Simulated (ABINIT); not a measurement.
InP:

```
In P
1.0
     0.00000    2.93050    2.93050
     2.93050    0.00000    2.93050
     2.93050    2.93050    0.00000
In P
1 1
Cartesian
  0.0000 0.0000 0.0000
  4.3957 4.3957 4.3957
```

Base run:

| Item | Value |
| --- | --- |
| Program | ABINIT 10.8.3 (patched build) |
| Functional | r2SCAN |
| Potentials or basis | PseudoDojo NC SR PBE v0.4.1 standard |
| Cutoff | 1143 eV |
| k mesh | 8 × 8 × 8 |
| Occupations | fermi-dirac, width 0.05 eV |
| Spin | no spin polarisation |

Its results: band gap on the k mesh 0.80 eV, direct; pressure 0.9 GPa.

Problem. After a change of settings the same cell gave: band gap on the k mesh 0.76 eV, direct; pressure 0.3 GPa. Which change was it?
A. potentials or basis from PseudoDojo NC SR PBE v0.4.1 standard to SG15 NC PBE v1.2
B. potentials or basis from PseudoDojo NC SR PBE v0.4.1 standard to JTH PAW PBE v2.0; cutoff from 1143 eV to 707 eV
C. potentials or basis from PseudoDojo NC SR PBE v0.4.1 standard to Ansatz NC r2SCAN; cutoff from 1143 eV to 1469 eV
D. potentials or basis from PseudoDojo NC SR PBE v0.4.1 standard to Ansatz PAW PBE default generated set, frozen core; cutoff from 1143 eV to 490 eV

Solution. A.

Caveats: the potentials were made for another functional, which shifts forces and pressure; spin-orbit coupling is left out, which moves the levels of the heavy elements; a meta-GGA on potentials with a model core is unreliable (some runs).
